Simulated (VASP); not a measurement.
Here is a VASP 6.6.1 calculation.

The input INCAR:

```
SYSTEM = SiC
PREC = Accurate
ENCUT = 600
EDIFF = 1E-6
ISMEAR = 0
SIGMA = 0.02
LREAL = .False.
LASPH = .True.
NELM = 100
ALGO = Normal
ISIF = 3
LWAVE = .False.
LCHARG = .False.
GGA = PE
IBRION = 2
NSW = 60
EDIFFG = -0.005
LATTICE_CONSTRAINTS = .FALSE. .FALSE. .TRUE.
KPAR = 4
```

File KPOINTS:

```
regular mesh
0
Gamma
  8 6 8
  0 0 0
```

POSCAR

```
SiC
1.0
    3.0787381452      0.0000000000      0.0000000000
    0.0000000000      4.3539932400      0.0000000000
    0.0000000000      0.0000000000      3.0787381452
Si C
2 2
Direct
    0.0000000000      0.0000000000      0.0000000000
    0.5000000000      0.5000000000      0.5000000000
    0.0000000000      0.2500000000      0.5000000000
    0.5000000000      0.7500000000      0.0000000000
```

Potentials or basis: VASP PAW PBE potentials, release 64 (Si, C).

Run with:

```console
$ cat potpaw_PBE.64/Si/POTCAR potpaw_PBE.64/C/POTCAR > POTCAR
$ mpirun -np 4 vasp_std > vasp.out
```

Problem. Estimate the band gap on the k mesh.

Solution. 1.28 eV.

Problem. Estimate the relaxed volume.

Solution. 10.51 Å³/atom.

Problem. What does it give for the space group after relaxing (to 0.05 Å)?

Solution. Imm2 (No. 44).

The path:
| step | energy change (eV) | largest force (eV/Å) | pressure (GPa) | volume (Å³) |
| --- | --- | --- | --- | --- |
| 1 | 0.0000 | 0.0000 | 3.70 | 41.27 |
| 2 | 0.0009 | 0.0000 | 1.27 | 41.75 |
| 3 | 0.0036 | 0.0000 | 0.14 | 42.00 |
| 4 | 0.0041 | 0.0000 | -0.03 | 42.04 |

Caveat: the real-space grid breaks the cell's symmetry a little. A k mesh can miss the band edges.
